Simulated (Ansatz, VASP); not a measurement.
**Re: VASP beside Ansatz**

```
Re
1.0
    -1.53578    1.53578    1.53578
     1.53578   -1.53578    1.53578
     1.53578    1.53578   -1.53578
Re
1
Direct
  0.00000 0.00000 0.00000
```

Alike in both runs: task single point; functional r2SCAN; k mesh 18 × 18 × 18; occupations gaussian, width 0.05 eV; no spin polarisation.

|  | VASP | Ansatz |
| --- | --- | --- |
| version | VASP 6.6.1 | Ansatz 0.2.0 |
| potentials or method | VASP PAW PBE potentials, release 64 (Re) | scalar-relativistic, plane waves, PAW |
| plane-wave cutoff (eV) | 520 | 500 |
| valence electrons in the cell | 7 | 15 |

VASP gave:

```
gap on the k mesh at the Fermi level (eV) : none
pressure (GPa)                            : 9.7
```

Which values does Ansatz return?

gap on the k mesh at the Fermi level (eV): none; pressure (GPa): 9.5.

A gap of «none» marks a metal or a gap that the smearing closes. With one functional, cell and mesh, what is left measures potentials, basis and numerics. The two sets of potentials don't hold the same shells in valence.

Caveats: the PAW data sets were made with another functional, which shifts forces and pressure a little (VASP). Spin-orbit coupling is left out, which matters for the levels of Re.
